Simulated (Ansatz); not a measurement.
Three rocksalt compounds, relaxed with r2SCAN in the PAW code Ansatz. No spin polarisation and no zero-point or thermal motion.

```tsv
compound	a (Å)	gap, HSE06 (eV)
AgBr	5.785	2.03 (L → Γ)
AgCl	5.546	2.41 (L → Γ)
NaCl	5.605	not needed
```

**What is the misfit strain of a coherent AgBr film on NaCl?** ε∥ = (a_sub − a_film)/a_film = (5.605 − 5.785)/5.785 = -3.11 %: the film is in compression in the plane. At this size it stays coherent only while very thin.

**By Vegard's law, which share x of AgCl in (AgBr)₁₋ₓ(AgCl)ₓ matches the substrate?** (1 − x) × 5.785 + x × 5.546 = 5.605 gives x = (5.605 − 5.785)/(5.546 − 5.785) = 0.753.

**Without bowing, what gap would that alloy have?** (1 − 0.753) × 2.03 + 0.753 × 2.41 = 2.32 eV with HSE06. Bowing would lower it by b x(1 − x) = 0.186 b.

Spin-orbit coupling is left out.

The meshes of the hybrids are coarse, so their gaps aren't converged to the digits shown.
